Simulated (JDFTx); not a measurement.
Crystal: Be.

```xyz
2
Lattice="2.2853 0.0000 0.0000 -1.1426 1.9791 0.0000 0.0000 0.0000 3.5842" Properties=species:S:1:pos:R:3 pbc="T T T"
Be    1.1427    0.6597    2.6882
Be    0.0000    1.3194    0.8961
```

* Program: JDFTx 1.7.0 (patched build)
* Task: relaxation of cell and atoms
* Functional: RPBE
* Potentials or basis: SG15-PBE-1.2 with smoothed tails
* Cutoff: 1088 eV
* Density cutoff: 8708 eV
* k mesh: 6 × 6 × 4
* Occupations: fermi-dirac, width 0.05 eV
* Spin: no spin polarisation

At the start: pressure 2.4 GPa; volume 8.11 Å³/atom.

Problem. Where does the relaxation end?

Solution. Over 6 steps the energy falls by 7.3 meV/atom and the volume is 8.29 Å³/atom (+2.3 %); space group P6_3/mmc (No. 194, to 0.05 Å).

The path:
| step | energy change (eV) | largest force (eV/Å) | pressure (GPa) | volume (Å³) |
| --- | --- | --- | --- | --- |
| 1 | 0.0000 | 0.0000 | 2.38 | 16.21 |
| 2 | -0.0045 | 0.0000 | 1.99 | 16.27 |
| 3 | -0.0145 | 0.0000 | 0.34 | 16.53 |
| 4 | -0.0145 | 0.0000 | 0.01 | 16.58 |
| 5 | -0.0145 | 0.0000 | 0.00 | 16.58 |
| 6 | -0.0145 | 0.0000 | 0.00 | 16.58 |

Final structure:
```xyz
2
Lattice="2.3273 0.0000 0.0000 -1.1637 2.0155 0.0000 0.0000 0.0000 3.5356" Properties=species:S:1:pos:R:3 pbc="T T T"
Be    1.1637    0.6718    2.6517
Be    0.0000    1.3437    0.8839
```

Caveat: the k mesh is coarse (spacing up to 0.53 Å⁻¹), so the values aren't converged; the potentials were made for another functional, which shifts forces and pressure.
